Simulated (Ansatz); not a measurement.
**Ionic part of the dielectric constant of CaF$_{2}$ at 18 GPa, mode by mode**

Computed with DFT LDA, scalar-relativistic, plane waves, PAW in Ansatz 0.2.0. Plane waves to 420 eV; Γ-centred k mesh 8×8×8; fixed occupations. No spin polarisation. Phonons by linear response, acoustic sum rule imposed.

The structure is cubic, space group Fm-3m (No. 225). The conventional cell has a = 5.097 Å, b = 5.097 Å, c = 5.097 Å, α = 90.00°, β = 90.00°, γ = 90.00°. Ca (site symmetry m-3m) is surrounded by 8 F at 2.21 Å. Around F (site symmetry -43m) lie 4 Ca at 2.21 Å.

The real crystal has changed phase below this pressure.

The primitive cell has V = 33.11 Å³ and ε∞,yy = 2.470. Each polar mode adds Δε = (4.92064×10⁷/V)·S/ν² along y, with S its oscillator strength in e²/amu, ν in cm⁻¹ and V in Å³.

Problem. From these modes, find each Δε and ε0,yy.
```
ν (cm⁻¹) S_yy (e²/amu)
   374.9          0.301
```

Solution.
| ν (cm⁻¹) | Δε |
| --- | --- |
| 374.9 | 3.18 |

The sum is 3.183, so ε0,yy = 5.65; the run's tensor has 5.65.

Problem. Where do the longitudinal modes lie for a wave vector along y?

Solution. At 567 cm⁻¹. The Lyddane–Sachs–Teller product Π(ν_LO/ν_TO)² = 2.29 matches ε0/ε∞ = 2.29.

Cost: 1 run of about 0.41 core-minutes, on Intel Xeon Platinum 8375C (Ice Lake) (shared hosts).

The lattice contributes more to the static dielectric constant than the electrons do: 3.18 comes from a single polar mode, on top of an electronic part of 2.470. Fluorite has only one infrared-active optical branch at Γ, a triply degenerate motion of the Ca sublattice against the two F sublattices, so cubic symmetry makes the yy result hold for every direction. The Raman-active mode, in which the F sublattices move against each other, carries no dipole and adds nothing. The large separation between 374.9 and 567 cm⁻¹ reflects the macroscopic field that accompanies longitudinal displacement of strongly charged ions, only partly screened by the electrons of a wide-gap insulator. The oscillator strength suggests a dynamical charge on Ca somewhat above its formal value, probably through modest mixing of F 2p with empty Ca 3d states. Compression normally stiffens this mode and so weakens the ionic response, but a single volume cannot show that trend. The Lyddane–Sachs–Teller agreement confirms internal consistency, not accuracy against experiment.
